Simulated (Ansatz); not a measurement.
The elements of this relaxed trial crystal are hidden behind letters.

```
lattice vectors (Å)
   5.0992    0.0000    0.0000
   0.0000    5.0992    0.0000
   0.0000    0.0000    5.0992
fractional positions
X 0.8750 0.8750 0.8750
X 0.6250 0.1250 0.3750
X 0.1250 0.3750 0.6250
X 0.3750 0.6250 0.1250
Z 0.3750 0.3750 0.3750
Z 0.1250 0.6250 0.8750
Z 0.6250 0.8750 0.1250
Z 0.8750 0.1250 0.6250
```

These are results of DFT PBE, scalar-relativistic, plane waves, PAW (Ansatz), not measurements. Settings of the last relaxation (8-atom cell): 420 eV, 6×6×6 k points, Gaussian smearing of 0.02 eV, no spin polarisation.

| Item | Value |
| --- | --- |
| Space group | P4_132 (No. 213) |
| Conventional cell | a = 5.099 Å |
| Volume per atom | 16.57 Å³ |
| Density | 1.30 g/cm³ |
| Energy over the elements | −2.819 eV/atom |
| Gap on the 6×6×6 mesh of the 8-atom cell | 5.95 eV |

Energies are uncorrected and count from the elements' standard states at the same level.

Task: X is an s-block element of period 2 and Z is a p-block element of period 2. Which elements are they?

Result: X = Li, Z = F, so the formula is LiF. Density times volume gives a mean mass of 1.30 × 16.57/1.6605 = 13.0 u per atom, and this set has 13.0 u. Among the elements that the hints allow, noble gases aside, only these give it. Around Li lie 3 F at 1.80 Å; F is surrounded by 3 Li at 1.80 Å.

Kohn–Sham gaps at this level usually fall short of measured ones. A structure relaxed within its symmetry needn't be a true minimum. Another cell of LiF relaxed alike, in Fm-3m, lies 127 meV/atom lower, so this cell isn't the stable form at this level.
